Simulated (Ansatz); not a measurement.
The first iterations of a band of a periodic cell of 17 atoms, Be16H (surface Be(0001), adsorbate H).

These are results of Ansatz 0.2.0, DFT PBE-D3(BJ), scalar-relativistic, plane waves, PAW, not measurements. Settings: cutoff 420 eV, k mesh 6x6x1, gaussian smearing 0.1 eV, no spin polarisation.

- movable images: 5
- climbing image: yes
- spring: 5.0 eV/Å²
- optimiser: quadratic models (default)
- start path: IDPP
- force threshold: 0.05 eV/Å
- iteration limit: 46
- end points: relaxed
- atoms held: 1 to 4

First end point:

```xyz
17
Lattice="4.5800 0.0000 0.0000 2.2900 3.9664 0.0000 0.0000 0.0000 16.3826" Properties=species:S:1:pos:R:3
Be 0.000 1.322 1.000
Be 2.290 1.322 1.000
Be 1.145 3.305 1.000
Be 3.435 3.305 1.000
Be 0.002 0.004 2.785
Be 2.283 0.004 2.786
Be 1.142 1.980 2.786
Be 3.432 1.985 2.796
Be 0.013 1.315 4.530
Be 2.268 1.315 4.530
Be 1.141 3.308 4.519
Be 3.431 3.329 4.530
Be 0.013 0.014 6.352
Be 2.264 0.015 6.353
Be 1.139 1.965 6.352
Be 3.429 1.987 6.231
H 1.135 0.666 7.242
```

Last end point:

Only the atoms that move by more than 0.05 Å are listed.
```
Be14 2.284 0.004 6.231
Be16 3.409 1.998 6.353
H17 2.280 2.649 7.242
```

| iteration | highest image above the first end (eV) | largest band force component (eV/Å) |
| --- | --- | --- |
| 1 | 0.830 | 1.104 |
| 2 | 0.543 | 0.711 |

Q: Does the band converge within its limit, and where does its top end?

A: It converged. It ended after 7 iterations with the highest image 0.160 eV above the first end. The profile has 2 maxima (images 2, 5) with wells between them (image 3): this band takes more than one step, which may be the mechanism or a detour left from its start path. A structure lower than the last end lies on the path between it and the top, so the climb from that side starts below the end, which may itself be a saddle point or a shallow side well. By the program's own check the climbing image is a first-order saddle point (lowest curvatures found: -1.62 and 0.45 eV/Å²). Limits of this set-up: coarse k mesh, thin slab, slab without dipole correction, odd electron count without spin.

Run time: 7.1 min on 1 thread of AMD EPYC 9R45 96-Core Processor (Zen 5), with other jobs on the host, peak memory 0.98 GiB.
